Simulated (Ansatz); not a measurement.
This is a single-point calculation with Ansatz 0.2.0 on CdIn2O4 (Fd-3m) from a database of computed structures; the level of theory is PBE+SOC. The cell was relaxed beforehand with r2SCAN.

The input:
```yaml
crystal:
  lattice:
    - [0.0, 4.600364495, 4.600364495]
    - [4.600364495, 0.0, 4.600364495]
    - [4.600364495, 4.600364495, 0.0]
  atoms:
    - { symbol: Cd, position: [0.25, 0.25, 0.25] }
    - { symbol: Cd, position: [0.0, 0.0, 0.0] }
    - { symbol: In, position: [0.125, 0.625, 0.625] }
    - { symbol: In, position: [0.625, 0.625, 0.625] }
    - { symbol: In, position: [0.625, 0.125, 0.625] }
    - { symbol: In, position: [0.625, 0.625, 0.125] }
    - { symbol: O, position: [0.8618762728, 0.8618762728, 0.8618762728] }
    - { symbol: O, position: [0.8356288185, 0.3881237272, 0.3881237272] }
    - { symbol: O, position: [0.3881237272, 0.3881237272, 0.8356288185] }
    - { symbol: O, position: [0.3881237272, 0.8356288185, 0.3881237272] }
    - { symbol: O, position: [0.8618762728, 0.8618762728, 0.4143711815] }
    - { symbol: O, position: [0.8618762728, 0.4143711815, 0.8618762728] }
    - { symbol: O, position: [0.3881237272, 0.3881237272, 0.3881237272] }
    - { symbol: O, position: [0.4143711815, 0.8618762728, 0.8618762728] }
kpoints:
  mp_grid: { grid: [6, 6, 6] }
  band_path:
    path:
      - [0.0, 0.0, 0.0]
      - [0.5, 0.0, 0.5]
      - [0.625, 0.25, 0.625]
      - [0.375, 0.375, 0.75]
      - [0.5, 0.5, 0.5]
      - [0.5, 0.25, 0.75]
      - [0.0, 0.0, 0.5]
    npoints: 1
hamiltonian:
  xc: pbe
scf:
  occupations: { method: fermi_dirac, width: 0.02 }
  n_extra_bands: 14
magnetization:
  noncollinear: true
  spin_orbit: true
output:
  forces: true
  stress: true
  eigenvalues: true
```

It took 7.1 s on 1 × NVIDIA H100 80GB HBM3 with 2 threads of AMD EPYC 7R13 Processor (Zen 3) (shared host), load about 3.3 per core; peak host memory 1.5 GiB.

Task: What will the output look like, and what does it show?

Result: Abridged output:
```
scf.n_extra_bands = 14 over 140 filled bands (N_el = 140.0): the run solves 154 bands
Functional definition: PBE
Crystal: 14 atoms, lattice volume = 194.718 Å³
Basis set: ecut = 420 eV, 3839 PW (Γ)
Symmetry: 48 space group operations + 48 with time reversal
Magnetic group: BNS 227.129 (UNI 1631)
k-points: 16 of 216
SCF 1 converged in 9 iterations: F = -43453.011484 eV  dr2 = 7.94e-8
SCF converged after 9 iterations
Free energy (F): -43453.011484 eV
Fermi energy:    9.117733 eV
--- Forces (eV/Å), atoms counted from 1 ---
  atom   1  Cd      0.00000      0.00000      0.00000
  atom   2  Cd      0.00000      0.00000      0.00000
  atom   3  In      0.00000      0.00000      0.00000
  atom   4  In      0.00000      0.00000      0.00000
  atom   5  In      0.00000      0.00000      0.00000
  atom   6  In      0.00000      0.00000      0.00000
  atom   7  O       0.11274      0.11274      0.11274
  atom   8  O     -0.11274      0.11274      0.11274
  atom   9  O       0.11274      0.11274    -0.11274
  atom  10  O       0.11274    -0.11274      0.11274
  atom  11  O     -0.11274    -0.11274      0.11274
  atom  12  O     -0.11274      0.11274    -0.11274
  atom  13  O     -0.11274    -0.11274    -0.11274
  atom  14  O       0.11274    -0.11274    -0.11274
--- Stress (GPa, compression-positive) ---
        5.373397       0.000000       0.000000
        0.000000       5.373397       0.000000
        0.000000       0.000000       5.373397
  P = ⅓ Tr σ = 5.3734 GPa (53.734 kbar)
--- Band table (eV; the first three rows and the last of 16) ---
  k-point 0: bands = […, 8.4433, 8.4433, 8.4433, 8.4433, 8.4852, 8.4852, 8.4852, 8.4852, 9.6092, 9.6092, 13.6089, 13.6089, 14.2406, 14.2406, …]
  k-point 1: bands = […, 8.3646, 8.3646, 8.3896, 8.3896, 8.4835, 8.4835, 8.4922, 8.4922, 10.2414, 10.2414, 13.7082, 13.7082, 14.4190, 14.4190, …]
  k-point 2: bands = […, 8.2748, 8.2748, 8.2897, 8.2897, 8.5190, 8.5190, 8.5305, 8.5305, 11.3047, 11.3047, 13.3041, 13.3041, 14.4297, 14.4297, …]
  k-point 15: bands = […, 8.1093, 8.1093, 8.1202, 8.1202, 8.4253, 8.4253, 8.4425, 8.4425, 13.2955, 13.2955, 13.3012, 13.3012, 13.9394, 13.9394, …]
```
Iteration counts and the last digits belong to this one run.

The rows of the band table are 0: (0, 0, 0) = Γ, 1: (0, 0, 1/6), 2: (0, 0, 1/3), 15: (1/6, -1/2, -1/3).

PBE+SOC gives an indirect gap of 1.06 eV, from L to Γ; the least direct gap is 1.12 eV at Γ. Edges are sought over the mesh and the listed points. With the atoms held, the mean pressure is +5.37 GPa (compression positive). The largest force is 0.20 eV/Å.

The values are computed, non-magnetic, and not measurements.
